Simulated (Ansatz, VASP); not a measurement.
Two plane-wave programs on NiO

```xyz
2
Lattice="0.0000 2.0859 2.0859 2.0859 0.0000 2.0859 2.0859 2.0859 0.0000" Properties=species:S:1:pos:R:3 pbc="T T T"
Ni    0.0000    0.0000    0.0000
O     2.0859    2.0859    2.0859
```

Alike in both runs: task single point; functional PBE; k mesh 11 × 11 × 11; occupations gaussian, width 0.03 eV; collinear spin, ferromagnetic start.

|  | VASP | Ansatz |
| --- | --- | --- |
| version | VASP 6.6.1 | Ansatz 0.2.0 |
| potentials or method | VASP PAW PBE potentials, release 64 (Ni, O) | Ansatz PAW |
| plane-wave cutoff (eV) | 520 | 420 |
| valence electrons in the cell | 16 | 24 |

```tsv
	VASP	Ansatz	Ansatz less VASP
gap on the k mesh at the Fermi level (eV)	none	none	-
pressure (GPa)	6.1	6.3	+0.27
net moment per atom (μB)	0.88	0.90	+0.017
size of the moment on the site where the two differ most (μB)	0.27	0.29	+0.022
```

Site moments also hang on the region over which each program counts them. A gap of «none» marks a metal or a gap that the smearing closes. The two sets of potentials don't hold the same shells in valence.

Caveats: a cell with one magnetic atom can't hold antiferromagnetic order, which such compounds often take; semilocal functionals often make such compounds metallic where correlation or magnetic order opens a gap, which also shifts bond lengths; the pressure holds a Pulay correction of +0.7 GPa for the finite cutoff (Ansatz). With open d or f shells a metallic result of PBE can be an artefact of self-interaction; +U or a hybrid may open a gap.
